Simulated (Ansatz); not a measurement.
input.yaml

```yaml
crystal:
  lattice:
    - [13.3, 0.0, 0.0]
    - [0.0, 14.3, 0.0]
    - [0.0, 0.0, 6.0941787441]
  atoms:
    - { symbol: Ni, position: [0.5, 0.5, 0.0], spin: 0.75 }
    - { symbol: Ni, position: [0.5, 0.3260183179, 0.0], spin: 0.75 }
    - { symbol: Ni, position: [0.5, 0.6739816821, 0.0], spin: 0.75 }
    - { symbol: Ni, position: [0.3919991199, 0.5, 0.3333333333], spin: 0.75 }
    - { symbol: Ni, position: [0.6080008801, 0.5, 0.6666666667], spin: 0.75 }
    - { symbol: Ni, position: [0.3379986799, 0.4130091589, 0.0], spin: 0.75 }
    - { symbol: Ni, position: [0.6620013201, 0.5869908411, 0.0], spin: 0.75 }
    - { symbol: Ni, position: [0.55400044, 0.4130091589, 0.3333333333], spin: 0.75 }
    - { symbol: Ni, position: [0.44599956, 0.5869908411, 0.6666666667], spin: 0.75 }
    - { symbol: Ni, position: [0.3379986799, 0.5869908411, 0.0], spin: 0.75 }
    - { symbol: Ni, position: [0.6620013201, 0.4130091589, 0.0], spin: 0.75 }
    - { symbol: Ni, position: [0.55400044, 0.5869908411, 0.3333333333], spin: 0.75 }
    - { symbol: Ni, position: [0.44599956, 0.4130091589, 0.6666666667], spin: 0.75 }
basis:
  ecutwfc: 420
kpoints:
  mp_grid: { grid: [1, 1, 9] }
hamiltonian:
  xc: pbe
scf:
  occupations: { method: gaussian, width: 0.05 }
  lower_state_search: "off"
output:
  forces: true
  stress: true
  eigenvalues: true
  populations: true
  write_density: true
  write_potential: true
  elf: true
  volumetric_format: npy
magnetization:
  spin_polarized: true
relax:
  adjacent_minimum: "off"
  f_tol: 0.02
  max_steps: 45
  cell: { fix: [a, b, alpha, beta, gamma], stress_tol: 0.03 }
```

Command:
```bash
ansatz run input.yaml --threads 4 --pin off --max-ram 11264MiB --backend cpu --events-out ev --progress --plain --runs-dir out
```

All numbers below come from Ansatz, DFT PBE, scalar-relativistic, plane waves, PAW.

Abridged output (iterations and final results):

```
SCF iter   1: F=—  HF=-75913.145471 eV  |F-HF|=—  |Δ(HF+E_count)|=         —  Δρ=4.54e-2 (↑3.68e-2 ↓4.54e-2) dr2=8.43e1  dr2_m=1.31e0  M=7.953 μB ∫|m|=8.147 μB  β_m=0.30  ethr=3.10e-3  ⟨swp⟩=9.3  Hψ=7426  notcnv=0  defer=76
spin=Collinear: LDOS preconditioning applied to the charge; magnetization (m = ρ↑ − ρ↓) channel mixes plain (no charge-response kernel on spin).
SCF iter   2: F=—  HF=-75899.712400 eV  |F-HF|=—  |Δ(HF+E_count)|=    1.34e1  Δρ=1.43e-2 (↑9.36e-3 ↓1.43e-2) dr2=1.32e1  dr2_m=4.31e-1  M=8.000 μB ∫|m|=8.759 μB  β_m=0.30  ethr=3.10e-3  ⟨swp⟩=4.1  Hψ=3696  notcnv=0  defer=209
SCF iter   3: F=—  HF=-75897.769580 eV  |F-HF|=—  |Δ(HF+E_count)|=    1.94e0  Δρ=8.24e-3 (↑7.65e-3 ↓8.24e-3) dr2=2.10e0  dr2_m=2.81e-1  M=8.004 μB ∫|m|=8.991 μB  β_m=0.30  ethr=3.10e-3  ⟨swp⟩=3.0  Hψ=2041  notcnv=0  defer=208
SCF iter   4: F=—  HF=-75897.800482 eV  |F-HF|=—  |Δ(HF+E_count)|=   3.09e-2  Δρ=1.17e-2 (↑6.20e-3 ↓1.17e-2) dr2=2.85e0  dr2_m=3.80e-1  M=8.008 μB ∫|m|=9.161 μB  β_m=0.30  ethr=8.97e-4  ⟨swp⟩=2.4  Hψ=1801  notcnv=0  defer=198
SCF iter   5: F=—  HF=-75897.890648 eV  |F-HF|=—  |Δ(HF+E_count)|=   9.02e-2  Δρ=1.05e-2 (↑5.41e-3 ↓1.05e-2) dr2=2.29e0  dr2_m=2.73e-1  M=8.008 μB ∫|m|=9.262 μB  β_m=0.30  ethr=8.97e-4  ⟨swp⟩=2.0  Hψ=1363  notcnv=0  defer=198
SCF iter   6: F=—  HF=-75897.914334 eV  |F-HF|=—  |Δ(HF+E_count)|=   2.37e-2  Δρ=6.59e-3 (↑3.52e-3 ↓6.59e-3) dr2=1.11e0  dr2_m=1.12e-1  M=8.326 μB ∫|m|=9.655 μB  β_m=0.30  ethr=8.97e-4  ⟨swp⟩=2.7  Hψ=1690  notcnv=0  defer=198
SCF iter   7: F=—  HF=-75897.925042 eV  |F-HF|=—  |Δ(HF+E_count)|=   1.07e-2  Δρ=3.26e-3 (↑3.26e-3 ↓2.15e-3) dr2=1.12e-1  dr2_m=5.01e-2  M=8.173 μB ∫|m|=9.550 μB  β_m=0.30  ethr=4.75e-4  ⟨swp⟩=2.3  Hψ=1963  notcnv=0  defer=198
Mixer restart at iter 7: flushing history
spin-set hold released at iteration 7 (site moments contracting): the magnetisation degrees of freedom join the quasi-Newton model from the next iteration; the mixer history was flushed
SCF iter   8: F=—  HF=-75897.974169 eV  |F-HF|=—  |Δ(HF+E_count)|=   4.91e-2  Δρ=2.40e-3 (↑2.40e-3 ↓1.96e-3) dr2=3.08e-2  dr2_m=4.13e-2  M=8.263 μB ∫|m|=9.673 μB  β_m=0.65  ethr=4.77e-5  ⟨swp⟩=2.0  Hψ=1802  notcnv=0  defer=198
SCF iter   9: F=—  HF=-75898.069644 eV  |F-HF|=—  |Δ(HF+E_count)|=   9.55e-2  Δρ=2.07e-3 (↑1.92e-3 ↓2.07e-3) dr2=7.16e-2  dr2_m=2.04e-2  M=8.383 μB ∫|m|=9.877 μB  β_m=0.76  ethr=1.32e-5  ⟨swp⟩=2.0  Hψ=2067  notcnv=0  defer=198
SCF iter  10: F=—  HF=-75898.080149 eV  |F-HF|=—  |Δ(HF+E_count)|=   1.05e-2  Δρ=2.10e-3 (↑4.81e-4 ↓2.10e-3) dr2=7.41e-2  dr2_m=1.02e-2  M=8.662 μB ∫|m|=10.178 μB  β_m=0.88  ethr=1.32e-5  ⟨swp⟩=2.1  Hψ=2469  notcnv=0  defer=198
SCF iter  11: F=—  HF=-75898.078385 eV  |F-HF|=—  |Δ(HF+E_count)|=   1.76e-3  Δρ=2.14e-3 (↑1.07e-3 ↓2.14e-3) dr2=9.71e-2  dr2_m=6.09e-3  M=8.644 μB ∫|m|=10.153 μB  β_m=0.94  ethr=1.32e-5  ⟨swp⟩=2.0  Hψ=2414  notcnv=0  defer=198
SCF iter  12: F=—  HF=-75898.076787 eV  |F-HF|=—  |Δ(HF+E_count)|=   1.60e-3  Δρ=1.44e-3 (↑6.32e-4 ↓1.44e-3) dr2=2.28e-2  dr2_m=5.89e-3  M=8.574 μB ∫|m|=10.105 μB  β_m=0.73  ethr=1.32e-5  ⟨swp⟩=2.6  Hψ=2942  notcnv=0  defer=193
SCF iter  13: F=—  HF=-75898.079915 eV  |F-HF|=—  |Δ(HF+E_count)|=   3.13e-3  Δρ=5.06e-4 (↑3.32e-4 ↓5.06e-4) dr2=3.87e-3  dr2_m=7.53e-4  M=8.622 μB ∫|m|=10.147 μB  β_m=0.81  ethr=9.73e-6  ⟨swp⟩=2.0  Hψ=2453  notcnv=0  defer=193
SCF iter  14: F=—  HF=-75898.080934 eV  |F-HF|=—  |Δ(HF+E_count)|=   1.02e-3  Δρ=4.04e-4 (↑2.12e-4 ↓4.04e-4) dr2=1.78e-3  dr2_m=4.60e-4  M=8.608 μB ∫|m|=10.142 μB  β_m=0.89  ethr=1.65e-6  ⟨swp⟩=2.0  Hψ=1754  notcnv=0  defer=193
SCF iter  15: F=—  HF=-75898.081345 eV  |F-HF|=—  |Δ(HF+E_count)|=   4.11e-4  Δρ=4.19e-4 (↑1.29e-4 ↓4.19e-4) dr2=2.55e-3  dr2_m=2.52e-4  M=8.614 μB ∫|m|=10.152 μB  β_m=0.79  ethr=7.62e-7  ⟨swp⟩=2.0  Hψ=1812  notcnv=0  defer=193
SCF iter  16: F=—  HF=-75898.081233 eV  |F-HF|=—  |Δ(HF+E_count)|=   1.12e-4  Δρ=2.41e-4 (↑1.19e-4 ↓2.41e-4) dr2=1.29e-3  dr2_m=5.73e-5  M=8.618 μB ∫|m|=10.155 μB  β_m=0.67  ethr=7.62e-7  ⟨swp⟩=1.7  Hψ=1398  notcnv=0  defer=193
SCF iter  17: F=—  HF=-75898.081201 eV  |F-HF|=—  |Δ(HF+E_count)|=   3.25e-5  Δρ=6.38e-5 (↑5.19e-5 ↓6.38e-5) dr2=1.34e-4  dr2_m=3.62e-6  M=8.609 μB ∫|m|=10.147 μB  β_m=0.63  ethr=5.51e-7  ⟨swp⟩=1.0  Hψ=1275  notcnv=0  defer=193
SCF iter  18: F=—  HF=-75898.081254 eV  |F-HF|=—  |Δ(HF+E_count)|=   5.33e-5  Δρ=3.91e-5 (↑3.91e-5 ↓2.99e-5) dr2=2.14e-5  dr2_m=7.59e-6  M=8.608 μB ∫|m|=10.146 μB  β_m=0.69  ethr=5.72e-8  ⟨swp⟩=1.1  Hψ=1276  notcnv=0  defer=193
SCF iter  19: F=—  HF=-75898.081359 eV  |F-HF|=—  |Δ(HF+E_count)|=   1.05e-4  Δρ=5.29e-5 (↑2.70e-5 ↓5.29e-5) dr2=1.88e-5  dr2_m=1.36e-5  M=8.609 μB ∫|m|=10.147 μB  β_m=0.69  ethr=9.15e-9  ⟨swp⟩=2.0  Hψ=1950  notcnv=0  defer=193
SCF iter  20: F=—  HF=-75898.081380 eV  |F-HF|=—  |Δ(HF+E_count)|=   2.06e-5  Δρ=8.36e-5 (↑1.80e-5 ↓8.36e-5) dr2=7.81e-5  dr2_m=1.89e-5  M=8.608 μB ∫|m|=10.145 μB  β_m=0.83  ethr=8.02e-9  ⟨swp⟩=2.0  Hψ=2317  notcnv=0  defer=193  recentre
SCF iter  21: F=—  HF=-75898.081376 eV  |F-HF|=—  |Δ(HF+E_count)|=   3.78e-6  Δρ=6.49e-5 (↑2.11e-5 ↓6.49e-5) dr2=7.19e-5  dr2_m=6.10e-6  M=8.609 μB ∫|m|=10.147 μB  β_m=0.75  ethr=8.02e-9  ⟨swp⟩=2.0  Hψ=2447  notcnv=0  defer=193
SCF iter  22: F=—  HF=-75898.081379 eV  |F-HF|=—  |Δ(HF+E_count)|=   2.53e-6  Δρ=2.77e-5 (↑1.15e-5 ↓2.77e-5) dr2=1.23e-5  dr2_m=8.89e-7  M=8.608 μB ∫|m|=10.146 μB  β_m=0.60  ethr=8.02e-9  ⟨swp⟩=2.0  Hψ=1925  notcnv=0  defer=193
SCF iter  23: F=—  HF=-75898.081377 eV  |F-HF|=—  |Δ(HF+E_count)|=   1.18e-6  Δρ=9.22e-6 (↑3.42e-6 ↓9.22e-6) dr2=1.07e-6  dr2_m=1.70e-7  M=8.608 μB ∫|m|=10.146 μB  β_m=0.69  ethr=5.24e-9  ⟨swp⟩=2.0  Hψ=1726  notcnv=0  defer=193
SCF iter  24: F=—  HF=-75898.081381 eV  |F-HF|=—  |Δ(HF+E_count)|=   3.27e-6  Δρ=4.67e-6 (↑2.60e-6 ↓4.67e-6) dr2=2.53e-7  dr2_m=7.11e-8  M=8.608 μB ∫|m|=10.146 μB  β_m=0.85  ethr=4.58e-10  ⟨swp⟩=2.0  Hψ=1908  notcnv=0  defer=193
SCF iter  25: F=—  HF=-75898.081381 eV  |F-HF|=—  |Δ(HF+E_count)|=   8.10e-8  Δρ=4.08e-6 (↑6.31e-7 ↓4.08e-6) dr2=2.42e-7  dr2_m=3.66e-8  M=8.608 μB ∫|m|=10.145 μB  β_m=0.79  ethr=1.08e-10  ⟨swp⟩=2.0  Hψ=1911  notcnv=0  defer=193
SCF iter  26: F=—  HF=-75898.081381 eV  |F-HF|=—  |Δ(HF+E_count)|=   3.29e-8  Δρ=2.63e-6 (↑1.78e-6 ↓2.63e-6) dr2=1.42e-7  dr2_m=1.24e-8  M=8.608 μB ∫|m|=10.145 μB  β_m=0.65  ethr=1.03e-10  ⟨swp⟩=2.0  Hψ=1864  notcnv=0  defer=193
SCF iter  27: F=-75898.081381 eV  HF=-75898.081381 eV  |F-HF|=3.75e-8  |Δ(HF+E_count)|=   1.15e-8  Δρ=1.35e-6 (↑8.07e-7 ↓1.35e-6) dr2=2.52e-8  dr2_m=6.08e-9  M=8.608 μB ∫|m|=10.145 μB  β_m=0.68  ethr=4.27e-11  ⟨swp⟩=21.2  Hψ=12015  notcnv=0
SCF iter  28: F=-75898.081381 eV  HF=-75898.081381 eV  |F-HF|=1.14e-8  |Δ(HF+E_count)|=   4.21e-8  Δρ=1.56e-6 (↑4.80e-7 ↓1.56e-6) dr2=3.37e-8  dr2_m=6.14e-9  M=8.608 μB ∫|m|=10.145 μB  β_m=0.84  ethr=1.08e-11  ⟨swp⟩=8.5  Hψ=9259  notcnv=0
   ...
Basis set: ecut = 420 eV, 21589 PW (Γ), exchange–correlation on 180×192×80 points (8 copies of the dense FFT grid, shifted against one another)
Initial wavefunctions: pseudopotential atomic-orbital guess (no wavefunctions were taken with the density)
SCF iter   1: F=—  HF=-75899.052654 eV  |F-HF|=—  |Δ(HF+E_count)|=         —  Δρ=3.38e-5 (↑2.76e-5 ↓3.38e-5) dr2=8.45e-6  dr2_m=1.91e-7  M=8.177 μB ∫|m|=9.628 μB  β_m=0.30  ethr=6.91e-6  ⟨swp⟩=4.3  Hψ=10922  notcnv=0
spin=Collinear: Resta preconditioning applied to the charge; magnetization (m = ρ↑ − ρ↓) channel mixes plain (no charge-response kernel on spin).
SCF iter   2: F=—  HF=-75899.052660 eV  |F-HF|=—  |Δ(HF+E_count)|=   6.08e-6  Δρ=5.02e-5 (↑4.16e-5 ↓5.02e-5) dr2=5.34e-5  dr2_m=3.55e-7  M=8.178 μB ∫|m|=9.629 μB  β_m=0.58  ethr=3.61e-9  ⟨swp⟩=3.0  Hψ=3198  notcnv=0
SCF iter   3: F=—  HF=-75899.052664 eV  |F-HF|=—  |Δ(HF+E_count)|=   4.02e-6  Δρ=8.28e-5 (↑3.34e-5 ↓8.28e-5) dr2=1.29e-4  dr2_m=9.10e-6  M=8.178 μB ∫|m|=9.629 μB  β_m=0.58  ethr=3.61e-9  ⟨swp⟩=2.0  Hψ=2642  notcnv=0
SCF iter   4: F=—  HF=-75899.052791 eV  |F-HF|=—  |Δ(HF+E_count)|=   1.27e-4  Δρ=5.16e-4 (↑1.41e-4 ↓5.16e-4) dr2=4.34e-3  dr2_m=4.13e-4  M=8.171 μB ∫|m|=9.624 μB  β_m=0.33  ethr=3.61e-9  ⟨swp⟩=3.0  Hψ=3251  notcnv=0  recentre
SCF iter   5: F=—  HF=-75899.052660 eV  |F-HF|=—  |Δ(HF+E_count)|=   1.31e-4  Δρ=5.75e-5 (↑2.87e-5 ↓5.75e-5) dr2=6.77e-5  dr2_m=3.56e-6  M=8.176 μB ∫|m|=9.628 μB  β_m=0.20  ethr=3.61e-9  ⟨swp⟩=3.0  Hψ=3136  notcnv=0
SCF iter   6: F=—  HF=-75899.052658 eV  |F-HF|=—  |Δ(HF+E_count)|=   2.62e-6  Δρ=5.31e-6 (↑2.96e-6 ↓5.31e-6) dr2=3.48e-7  dr2_m=6.05e-8  M=8.177 μB ∫|m|=9.628 μB  β_m=0.43  ethr=3.61e-9  ⟨swp⟩=2.0  Hψ=2058  notcnv=0
SCF iter   7: F=—  HF=-75899.052658 eV  |F-HF|=—  |Δ(HF+E_count)|=   5.54e-7  Δρ=2.79e-5 (↑6.68e-6 ↓2.79e-5) dr2=1.33e-5  dr2_m=1.30e-6  M=8.176 μB ∫|m|=9.628 μB  β_m=0.43  ethr=1.49e-10  ⟨swp⟩=2.0  Hψ=2132  notcnv=0
SCF iter   8: F=—  HF=-75899.052658 eV  |F-HF|=—  |Δ(HF+E_count)|=   3.12e-7  Δρ=7.75e-6 (↑2.05e-6 ↓7.75e-6) dr2=1.00e-6  dr2_m=9.54e-8  M=8.177 μB ∫|m|=9.628 μB  β_m=0.37  ethr=1.49e-10  ⟨swp⟩=2.0  Hψ=2112  notcnv=0
SCF iter   9: F=—  HF=-75899.052658 eV  |F-HF|=—  |Δ(HF+E_count)|=   1.20e-8  Δρ=1.31e-6 (↑9.52e-7 ↓1.31e-6) dr2=2.20e-8  dr2_m=7.44e-9  M=8.177 μB ∫|m|=9.628 μB  β_m=0.57  ethr=1.49e-10  ⟨swp⟩=2.0  Hψ=1897  notcnv=0
SCF iter  10: F=—  HF=-75899.052658 eV  |F-HF|=—  |Δ(HF+E_count)|=   6.46e-9  Δρ=3.30e-6 (↑9.25e-7 ↓3.30e-6) dr2=1.69e-7  dr2_m=1.57e-8  M=8.177 μB ∫|m|=9.628 μB  β_m=0.57  ethr=9.41e-12  ⟨swp⟩=2.0  Hψ=2126  notcnv=0
SCF iter  11: F=—  HF=-75899.052658 eV  |F-HF|=—  |Δ(HF+E_count)|=   2.72e-8  Δρ=7.14e-6 (↑1.94e-6 ↓7.14e-6) dr2=7.65e-7  dr2_m=7.05e-8  M=8.177 μB ∫|m|=9.628 μB  β_m=0.34  ethr=9.41e-12  ⟨swp⟩=2.0  Hψ=2632  notcnv=0  recentre
SCF iter  12: F=—  HF=-75899.052658 eV  |F-HF|=—  |Δ(HF+E_count)|=   3.36e-8  Δρ=7.97e-7 (↑2.67e-7 ↓7.97e-7) dr2=9.95e-9  dr2_m=1.11e-9  M=8.177 μB ∫|m|=9.628 μB  β_m=0.26  ethr=9.41e-12  ⟨swp⟩=2.0  Hψ=2479  notcnv=0
SCF iter  13: F=—  HF=-75899.052658 eV  |F-HF|=—  |Δ(HF+E_count)|=  2.91e-10  Δρ=1.82e-7 (↑1.32e-7 ↓1.82e-7) dr2=5.42e-10  dr2_m=4.93e-11  M=8.177 μB ∫|m|=9.628 μB  β_m=0.37  ethr=4.25e-12  ⟨swp⟩=1.1  Hψ=1471  notcnv=0
SCF iter  14: F=—  HF=-75899.052658 eV  |F-HF|=—  |Δ(HF+E_count)|=   6.34e-8  Δρ=3.42e-7 (↑1.59e-7 ↓3.42e-7) dr2=2.31e-9  dr2_m=1.21e-10  M=8.177 μB ∫|m|=9.628 μB  β_m=0.37  ethr=1.00e-12  ⟨swp⟩=2.9  Hψ=2487  notcnv=0
SCF iter  15: F=—  HF=-75899.052658 eV  |F-HF|=—  |Δ(HF+E_count)|=  1.46e-10  Δρ=5.31e-7 (↑2.81e-7 ↓5.31e-7) dr2=5.77e-9  dr2_m=3.00e-10  M=8.177 μB ∫|m|=9.628 μB  β_m=0.24  ethr=1.00e-12  ⟨swp⟩=2.0  Hψ=2051  notcnv=0  recentre
SCF iter  16: F=—  HF=-75899.052658 eV  |F-HF|=—  |Δ(HF+E_count)|=  3.93e-10  Δρ=2.53e-7 (↑7.01e-8 ↓2.53e-7) dr2=1.01e-9  dr2_m=1.05e-10  M=8.177 μB ∫|m|=9.628 μB  β_m=0.19  ethr=1.00e-12  ⟨swp⟩=2.2  Hψ=1871  notcnv=0
SCF iter  17: F=-75899.052658 eV  HF=-75899.052658 eV  |F-HF|=3.06e-10  |Δ(HF+E_count)|=  4.37e-11  Δρ=4.94e-8 (↑1.81e-8 ↓4.94e-8) dr2=3.53e-11  dr2_m=5.14e-12  M=8.177 μB ∫|m|=9.628 μB  ethr=1.00e-12  ⟨swp⟩=6.8  Hψ=7879  notcnv=0
SCF 6 converged in 17 iterations: F = -75899.052658 eV  dr2 = 3.53e-11
WARN: The output density's exchange-correlation potential varies sharply where the density is thin. Do not read a vacuum level from v_tot or v_xc, or from such a field of the output density. On a cell that repeats whose density bears no net charge and no dipole along the vacuum's axis use v_es (v_loc + v_h of the components); under efield.dipole_correction with no amplitude use v_es + v_field, which holds any external_charges[].barrier, or the levels of the report's work_function block, which leave it out; under a non-zero efield.amplitude the vacuum is tilted and has no level; on a cell that repeats and bears such a dipole with no correction it is tilted too, and efield.dipole_correction wi ...
SCF converged after 17 iterations
Magnetization: 8.1767 μB (121.0883 up, 112.9117 down)
Absolute magnetization: 9.6326 μB (∫|ρ↑−ρ↓|, with the PAW one-centre terms)
Spin contamination: 0.1467 ħ² per cell (⟨S²⟩ above its minimum at these occupations)
Per-site moments (μB) at R_I (Å): [(0.28802007, 0.97842850), (0.68363322, 0.97837135), (0.68363322, 0.97837135), (0.71761366, 0.96596127), (0.71761366, 0.96596127), (0.68332467, 0.97837135), (0.68332467, 0.97837135), (0.71775070, 0.96596127), (0.71775070, 0.96596127), (0.68332467, 0.97837135), (0.68332467, 0.97837135), (0.71775070, 0.96596127), (0.71775070, 0.96596127)]
Free energy (F): -75899.052658 eV
Harris-Foulkes:  -75899.052658 eV  (|F-HF|=3.06e-10)
Internal energy: -75899.036554 eV  (E = F + TS)
E sigma→0 (E₀):  -75899.044606 eV
Entropy (-TS):   -0.016104 eV (-1.239 meV/atom)
Fermi energy:    -1.189447 eV
--- Per-component energies (eV) ---
  E_band       = -8124.367517
  E_kinetic    = 3671.766209
  E_local      = -223520.255307  (includes V_loc(G=0)·N_el)
  E_nonlocal   = 8340.263947
  E_hartree    = 105857.655751
  E_xc         = -1076.808964
  E_vxc        = -1385.871877  (∫ρ·V_xc dr)
  E_paw        = -21250.685139  (= ΣΔE_a)
  E_vpaw       = -6945.589604  (= ΣTr[D̂ρ^β])
  E_aug_tail   = 0.006896  (compensation charges beyond the density's cutoff)
  E_ewald      = 52079.020053
  E_smearing   = -0.016104  (= −TS)
--- Forces (eV/Å), atoms counted from 1 ---
  atom   1  Ni     0.00000000     0.00000000     0.00000000
  atom   2  Ni     0.00000000     0.00128830     0.00000000
  atom   3  Ni     0.00000000    -0.00128830     0.00000000
  atom   4  Ni     0.00092653     0.00000000    -0.00088377
  atom   5  Ni    -0.00092653     0.00000000     0.00088377
  atom   6  Ni     0.00108604     0.00060394     0.00002258
  atom   7  Ni    -0.00108604    -0.00060394    -0.00002258
  atom   8  Ni    -0.00043238     0.00080041    -0.00087662
  atom   9  Ni     0.00043238    -0.00080041     0.00087662
  atom  10  Ni     0.00108604    -0.00060394     0.00002258
  atom  11  Ni    -0.00108604     0.00060394    -0.00002258
  atom  12  Ni    -0.00043238    -0.00080041    -0.00087662
  atom  13  Ni     0.00043238     0.00080041     0.00087662
--- Stress (GPa, compression-positive) ---
        0.000137       0.000000      -0.000188
        0.000000      -0.000421       0.000000
       -0.000188       0.000000       0.006347
  P = ⅓ Tr σ = 0.0020 GPa (0.020 kbar)
--- Band table (eV; the first three rows and the last of 10) ---
  k-point 0 ↑: bands = ["-104.9173", "-104.6038", "-104.5857", "-104.5857", "-104.5792", "-104.5733", "-104.5733", "-104.1825", "-104.1779", "-104.1772", "-104.1674", "-104.1668", "-104.1619", "-65.4469", "-65.2812", "-65.2804", "-65.2425", "-65.1796", "-65.1794", "-65.1247", "-65.1246", "-65.0873", "-65.0272", "-65.0061", "-64.9406", "-64.9405", "-64.9369", "-64.9368", "-64.8432", "-64.8431", "-64.8304", "-64.8184", "-64.8183", "-64.7824", "-64.7305", "-64.7210", "-64.7163", "-64.7158", "-64.7121", "-64.7114", "-64.6681", "-64.6599", "-64.6596", "-64.6278", "-64.6273", "-64.6090", "-64.4209", "-64.4101", "-64.4094", "-64.3847", "-64.3839", "-64.3697", "-8.3459", "-5.8235", "-5.8231", "-5.77 ...
  k-point 1 ↑: bands = ["-104.9173", "-104.6038", "-104.5857", "-104.5857", "-104.5792", "-104.5734", "-104.5733", "-104.1825", "-104.1779", "-104.1772", "-104.1674", "-104.1668", "-104.1619", "-65.4473", "-65.2806", "-65.2799", "-65.2419", "-65.1819", "-65.1817", "-65.1226", "-65.1225", "-65.0879", "-65.0262", "-65.0065", "-64.9410", "-64.9409", "-64.9367", "-64.9366", "-64.8434", "-64.8433", "-64.8308", "-64.8185", "-64.8184", "-64.7819", "-64.7304", "-64.7212", "-64.7165", "-64.7160", "-64.7121", "-64.7114", "-64.6679", "-64.6598", "-64.6595", "-64.6277", "-64.6273", "-64.6092", "-64.4210", "-64.4100", "-64.4093", "-64.3846", "-64.3839", "-64.3697", "-8.2956", "-5.8737", "-5.8039", "-5.80 ...
  k-point 2 ↑: bands = ["-104.9173", "-104.6038", "-104.5857", "-104.5857", "-104.5792", "-104.5734", "-104.5734", "-104.1825", "-104.1779", "-104.1772", "-104.1674", "-104.1668", "-104.1619", "-65.4484", "-65.2792", "-65.2784", "-65.2404", "-65.1873", "-65.1871", "-65.1178", "-65.1177", "-65.0892", "-65.0235", "-65.0079", "-64.9418", "-64.9417", "-64.9362", "-64.9361", "-64.8439", "-64.8438", "-64.8318", "-64.8188", "-64.8187", "-64.7808", "-64.7301", "-64.7219", "-64.7169", "-64.7164", "-64.7120", "-64.7113", "-64.6676", "-64.6594", "-64.6592", "-64.6276", "-64.6272", "-64.6096", "-64.4212", "-64.4100", "-64.4093", "-64.3846", "-64.3838", "-64.3698", "-8.1486", "-6.1615", "-5.7475", "-5.74 ...
  k-point 4 ↓: bands = ["-104.5364", "-103.7147", "-103.6959", "-103.6958", "-103.6894", "-103.6834", "-103.6833", "-103.3507", "-103.3458", "-103.3453", "-103.3351", "-103.3347", "-103.3296", "-64.9981", "-64.9979", "-64.8530", "-64.3490", "-64.2951", "-64.2950", "-64.2094", "-64.2093", "-64.1830", "-64.1122", "-64.1082", "-64.0806", "-64.0805", "-64.0512", "-64.0512", "-64.0472", "-64.0155", "-64.0154", "-64.0113", "-64.0113", "-63.9890", "-63.8835", "-63.8680", "-63.8676", "-63.8606", "-63.8527", "-63.8524", "-63.8025", "-63.8023", "-63.7989", "-63.7936", "-63.7934", "-63.7846", "-63.6966", "-63.6810", "-63.6805", "-63.6466", "-63.6461", "-63.6269", "-7.6833", "-6.8778", "-5.3364", "-5.33 ...
--- Relaxed structure (5 steps of the walk, 5 accepted, 1 SCFs on fresh bases) ---
  F+E_penalty+E_count = -75899.05265798 eV   max|allowed force component| = 1.288e-3 eV/Å   (the final SCF, on the basis selected at the relaxed cell)
  cell:  # Å, volume = 1102.0811 Å³
    - [13.3, -4.37809348e-127, 0.0]
    - [-4.70727344e-127, 14.3, 2.55736733e-113]
    - [0.0, 1.08986389e-113, 5.79463223]
  atoms:
    - { symbol: Ni, position: [0.5, 0.50000000, 0.0] }
    - { symbol: Ni, position: [0.5, 0.33411626, 0.0] }
    - { symbol: Ni, position: [0.5, 0.66588373, 0.0] }
    - { symbol: Ni, position: [0.39500891, 0.50000000, 0.33780482] }
    - { symbol: Ni, position: [0.60499108, 0.50000000, 0.66219517] }
    - { symbol: Ni, position: [0.34556147, 0.41704844, 3.10405892e-5] }
    - { symbol: Ni, position: [0.65443852, 0.58295155, -3.10405892e-5] }
    - { symbol: Ni, position: [0.55249693, 0.41542801, 0.33779233] }
    - { symbol: Ni, position: [0.44750306, 0.58457198, 0.66220766] }
    - { symbol: Ni, position: [0.34556147, 0.58295155, 3.10405892e-5] }
    - { symbol: Ni, position: [0.65443852, 0.41704844, -3.10405892e-5] }
    - { symbol: Ni, position: [0.55249693, 0.58457198, 0.33779233] }
    - { symbol: Ni, position: [0.44750306, 0.41542801, 0.66220766] }
--- Löwdin populations: 13 sites ---
  site symbol q [e]    m [muB]
     0     Ni     17.7308     0.2898
     1     Ni     17.8392     0.6707
     2     Ni     17.8392     0.6707
     3     Ni     17.8067     0.7047
     4     Ni     17.8067     0.7047
     5     Ni     17.8395     0.6704
     6     Ni     17.8395     0.6704
     7     Ni     17.8068     0.7050
     8     Ni     17.8068     0.7050
     9     Ni     17.8395     0.6704
    10     Ni     17.8395     0.6704
    11     Ni     17.8068     0.7050
    12     Ni     17.8068     0.7050
  spilling = 0.010223 (of n_electrons = 234.000000)
```

The relaxation met its thresholds.

It took 3.7 min on 4 threads of Intel(R) Xeon(R) 6975P-C (Granite Rapids) (shared host), peak memory 3.7 GiB.